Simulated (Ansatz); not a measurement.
Pb, 1 atom in the cell. The structure is cubic, space group Fm-3m (No. 225). The conventional cell has a = 4.950 Å, b = 4.950 Å, c = 4.950 Å, α = 90.00°, β = 90.00°, γ = 90.00°. Pb (site symmetry m-3m) has 12 Pb at 3.50 Å as nearest neighbours. 

```yaml
Program: Ansatz 0.2.0
Task: phonons
Functional: LDA
Potentials_or_basis: Ansatz PAW
Cutoff: "420 eV (not typed: the program's choice for these potentials)"
k_mesh: 8 × 8 × 8
Occupations: fermi-dirac, width 0.05 eV
Spin: no spin polarisation
q_mesh: 4 × 4 × 4
Path: "[[\"G\", \"X\", \"W\", \"K\", \"G\", \"L\", \"U\", \"W\", \"L\", \"K\"], [\"U\", \"X\"]]"
Points_for_each_segment_of_the_path: 8
```

Potentials or basis: Ansatz PAW.

Run with:

```console
$ ansatz run input.yaml --threads 2 --pin off --max-ram 5120MiB --backend cpu --events-out ev --progress --plain --runs-dir out
```

Hardware: 2 threads of AMD EPYC 9B45 (Zen 5), with other jobs on the host.

Estimate the wall time of this run.

Wall time 12 s on 2 threads of AMD EPYC 9B45 (Zen 5), on a shared host, peak memory 0.77 GiB. Counts: scf iterations 6, plane waves 609, k points 29, bands 11.
